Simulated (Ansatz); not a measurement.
# ZrO2: the cost of one run

Program: Ansatz 0.2.0. Level of theory: DFT PBEsol, frozen-core PAW, scalar-relativistic unless said. These are calculated values, not measurements.

2 further runs of the same task are left out: 2 set aside as unsound or not needed.

## (1) The structure to begin with

Symmetry: P4_2/nmc, No. 137, tetragonal system. Conventional cell: a = 3.596 Å, b = 3.596 Å, c = 5.177 Å, α = 90.00°, β = 90.00°, γ = 90.00°. Zr (site symmetry -4m2) has 8 O at 2.08 to 2.37 Å as nearest neighbours. Around O (site symmetry 2mm) lie 4 Zr at 2.08 to 2.37 Å.

Coordinates:

```
Zr O
1.0
     3.59610    0.00000    0.00000
     0.00000    3.59610    0.00000
     0.00000    0.00000    5.17700
Zr O
2 4
Direct
  0.00000 0.00000 0.00000
  0.50000 0.50000 0.50000
  0.00000 0.50000 0.20300
  0.00000 0.50000 0.70300
  0.50000 0.00000 0.29700
  0.50000 0.00000 0.79700
```

Cartesian axes are those of the input's lattice vectors. The structure goes back to a database entry.

## (2) Cell and atoms relaxed, PAW

Input file input.yaml:

```yaml
crystal:
  lattice:
    - [3.5961, 0.0, 0.0]
    - [0.0, 3.5961, 0.0]
    - [0.0, 0.0, 5.177]
  atoms:
    - { symbol: Zr, position: [0.0, 0.0, 0.0] }
    - { symbol: Zr, position: [0.5, 0.5, 0.5] }
    - { symbol: O, position: [0.0, 0.5, 0.203] }
    - { symbol: O, position: [0.0, 0.5, 0.703] }
    - { symbol: O, position: [0.5, 0.0, 0.297] }
    - { symbol: O, position: [0.5, 0.0, 0.797] }
kpoints:
  mp_grid: { grid: [8, 8, 6] }
scf:
  occupations: { method: fermi_dirac, width: 0.08 }
hamiltonian:
  xc: pbesol
  pseudopotentials: { kind: paw }
relax:
  f_tol: 0.002
  max_steps: 80
  cell: {}
output:
  forces: true
  stress: true
```

Started as:

```bash
$ ansatz run input.yaml --threads 2 --pin off --max-ram 6144MiB --backend cpu --events-out ev --progress --plain --runs-dir out
```

Q: Estimate wall time and peak memory on 2 threads of Arm Neoverse V1, shared host.

About 27 s, with a peak of 0.4 GiB.
